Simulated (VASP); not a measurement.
These are r2SCAN+rVV10, VASP's PBE PAW potentials (set 64) (plane waves; VASP 6.6.1) values and carry that method's errors.

VASP ran on this input.

**POSCAR**
```
MgF2
1
    4.5903383581     0.0000000000     0.0000000000
    0.0000000000     4.5903383581     0.0000000000
    0.0000000000     0.0000000000     3.0293064899
Mg F
2 4
Direct
  1.0000000000   1.0000000000   0.0000000000
  0.5000000000   0.5000000000   0.5000000000
  0.3027985975   0.3027985975   0.0000000000
  0.8027985975   0.1972014025   0.5000000000
  0.1972014025   0.8027985975   0.5000000000
  0.6972014025   0.6972014025   0.0000000000
```

**KPOINTS**
```
Automatic mesh
0
Gamma
5 5 7
0 0 0
```

### INCAR
```
ALGO  =  Normal
BPARAM  =  11.95
CPARAM  =  0.0093
EDIFF  =  1E-7
EDIFFG  =  -0.01
ENCUT  =  520
IBRION  =  2
ISIF  =  4
ISMEAR  =  0
LASPH  =  T
LCHARG  =  F
LMIXTAU  =  T
LREAL  =  F
LUSE_VDW  =  T
LWAVE  =  F
METAGGA  =  R2SCAN
NELM  =  100
NSW  =  30
PREC  =  Accurate
SIGMA  =  0.05
SYSTEM  =  MgF2
```

POTCAR, in this order: Mg F (PBE.64 set). Program: vasp_std.

Output

File OSZICAR:
```
       N       E                     dE             d eps       ncg     rms          rms(c)
DAV:   1     0.196448534886E+03    0.19645E+03   -0.18853E+04   992   0.154E+03
DAV:   2    -0.444730656517E+02   -0.24092E+03   -0.23199E+03  1336   0.355E+02
DAV:   3    -0.542440757610E+02   -0.97710E+01   -0.97452E+01  1116   0.738E+01
DAV:   4    -0.543014074764E+02   -0.57332E-01   -0.57317E-01  1088   0.658E+00
DAV:   5    -0.543017232458E+02   -0.31577E-03   -0.31576E-03  1104   0.502E-01    0.894E+00
DAV:   6    -0.449553851980E+02    0.93463E+01   -0.49610E+00   972   0.153E+01    0.269E+00
DAV:   7    -0.417410480777E+02    0.32143E+01   -0.11501E+00  1028   0.130E+01    0.190E+00
DAV:   8    -0.490199365331E+02   -0.72789E+01   -0.12391E+00   968   0.126E+01    0.940E-01
DAV:   9    -0.423381901393E+02    0.66817E+01   -0.43545E-01   964   0.799E+00    0.298E-01
DAV:  10    -0.422117797526E+02    0.12641E+00   -0.24553E-01   976   0.554E+00    0.135E-01
DAV:  11    -0.421781099296E+02    0.33670E-01   -0.28554E-02  1080   0.196E+00    0.137E-01
DAV:  12    -0.425802970847E+02   -0.40219E+00   -0.71934E-02   960   0.262E+00    0.130E-01
DAV:  13    -0.424077478120E+02    0.17255E+00   -0.42749E-02   960   0.215E+00    0.885E-02
DAV:  14    -0.426076561186E+02   -0.19991E+00   -0.41900E-02   960   0.216E+00    0.105E-01
DAV:  15    -0.426080143941E+02   -0.35828E-03   -0.13087E-04  1132   0.117E-01    0.104E-01
DAV:  16    -0.426079539173E+02    0.60477E-04   -0.96926E-06  1056   0.283E-02    0.952E-02
DAV:  17    -0.426079875199E+02   -0.33603E-04   -0.25898E-04   984   0.148E-01    0.479E-02
DAV:  18    -0.426080577913E+02   -0.70271E-04   -0.92964E-06  1000   0.396E-02    0.488E-02
DAV:  19    -0.426080114434E+02    0.46348E-04   -0.79743E-05  1068   0.752E-02    0.220E-02
DAV:  20    -0.426080162701E+02   -0.48266E-05   -0.10687E-05   984   0.338E-02    0.148E-02
DAV:  21    -0.426080121766E+02    0.40935E-05   -0.15549E-05  1112   0.319E-02    0.405E-03
DAV:  22    -0.426080137048E+02   -0.15282E-05   -0.22888E-06  1028   0.128E-02    0.979E-04
DAV:  23    -0.426080141589E+02   -0.45409E-06   -0.26733E-07   784   0.478E-03    0.133E-03
DAV:  24    -0.426080144967E+02   -0.33782E-06   -0.56174E-08   604   0.287E-03    0.124E-03
DAV:  25    -0.426080145172E+02   -0.20578E-07   -0.92398E-08   588   0.299E-03
   1 F= -.42608015E+02 E0= -.42608015E+02  d E =-.426080E+02
       N       E                     dE             d eps       ncg     rms          rms(c)
DAV:   1    -0.426080236905E+02   -0.91938E-05   -0.95228E-03   960   0.918E-01    0.129E-02
DAV:   2    -0.426080308752E+02   -0.71848E-05   -0.18814E-04  1096   0.119E-01    0.738E-03
DAV:   3    -0.426080308804E+02   -0.51386E-08   -0.25729E-06   980   0.232E-02    0.481E-03
DAV:   4    -0.426080225098E+02    0.83706E-05   -0.81592E-06   968   0.315E-02    0.147E-03
DAV:   5    -0.426080305579E+02   -0.80481E-05   -0.61593E-06   964   0.311E-02    0.423E-04
DAV:   6    -0.426080312214E+02   -0.66342E-06   -0.64272E-07   968   0.840E-03    0.563E-04
DAV:   7    -0.426080312356E+02   -0.14186E-07   -0.10937E-08   592   0.131E-03
   2 F= -.42608031E+02 E0= -.42608031E+02  d E =-.167183E-04
```

OUTCAR:
```
------------------------ aborting loop because EDIFF is reached ----------------------------------------
  FORCE on cell =-STRESS in cart. coord.  units (eV):
  Direction    XX          YY          ZZ          XY          YZ          ZX
  --------------------------------------------------------------------------------------
  Total       -0.0313775     -0.0313775     -0.0328267     -0.0000000      0.0000000      0.0000000
  in kB       -0.7875832     -0.7875832     -0.8239576     -0.0000000      0.0000000      0.0000000
  external PRESSURE =      -0.7997080 kB  Pullay stress =       0.0000000 kB
  volume of cell :       63.83
      direct lattice vectors                 reciprocal lattice vectors
     4.590188852  0.000000000  0.000000000     0.217855960 -0.000000000  0.000000000
     0.000000000  4.590188852  0.000000000    -0.000000000  0.217855960  0.000000000
     0.000000000  0.000000000  3.029503827     0.000000000  0.000000000  0.330087056
 POSITION                                       TOTAL-FORCE (eV/Angst)
 -----------------------------------------------------------------------------------
      0.00000      0.00000      0.00000         0.000000     -0.000000     -0.000000
      2.29509      2.29509      1.51475         0.000000     -0.000000     -0.000000
      1.38952      1.38952      0.00000        -0.003247     -0.003247     -0.000000
      3.68461      0.90558      1.51475        -0.003247      0.003247     -0.000000
      0.90558      3.68461      1.51475         0.003247     -0.003247     -0.000000
      3.20067      3.20067      3.02950         0.003247      0.003247      0.000000
 -----------------------------------------------------------------------------------
    total drift:                                0.000000      0.000000     -0.000000
  FREE ENERGIE OF THE ION-ELECTRON SYSTEM (eV)
  ---------------------------------------------------
  free  energy   TOTEN  =       -42.6080312356 eV

  energy  without entropy=      -42.6080312356  energy(sigma->0) =      -42.60803124

 reached required accuracy - stopping structural energy minimisation
```
(Selected blocks of OUTCAR.)

File CONTCAR:
```
MgF2
   1.00000000000000
     4.5901888521995904    0.0000000000000000    0.0000000000000000
     0.0000000000000000    4.5901888521995904    0.0000000000000000
     0.0000000000000000    0.0000000000000000    3.0295038266914069
  Mg              F
     2     4
Direct
     0.0000000000000000    0.0000000000000000    0.0000000000000000
     0.5000000000000000    0.5000000000000000    0.5000000000000000
     0.3027149355280787    0.3027149355280787    0.0000000000000000
     0.8027149355280786    0.1972850644719213    0.5000000000000000
     0.1972850644719213    0.8027149355280786    0.5000000000000000
     0.6972850644719214    0.6972850644719214    1.0000000000000000
```

The compound is MgF2 in the rutile structure. This run relaxes it. Symmetry was kept, so distortions that lower it aren't found.
